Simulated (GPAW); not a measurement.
Crystal: Hf.

```
CELL_PARAMETERS angstrom
3.19670 0.00000 0.00000
-1.59835 2.76842 0.00000
0.00000 0.00000 5.05780
ATOMIC_POSITIONS crystal
Hf 0.66667 0.33333 0.75000
Hf 0.33333 0.66667 0.25000
```

Base run:

* Program: GPAW 26.7.0
* Functional: SCAN
* Potentials or basis: GPAW PAW data sets (gpaw-data 1.2.1)
* Cutoff: 600 eV
* Basis: pw
* k mesh: 10 × 10 × 5
* Occupations: fermi-dirac, width 0.05 eV
* Spin: no spin polarisation

Its results: band gap on the k mesh none (metal or under the smearing width); pressure -3.6 GPa.

Question: The run is repeated on the same cell with these changes: functional from SCAN to PBE. What comes out?

Answer: Band gap on the k mesh none (metal or under the smearing width); pressure 0.9 GPa.

Caveats: the PAW data sets were made with another functional, which shifts forces and pressure a little (some runs).
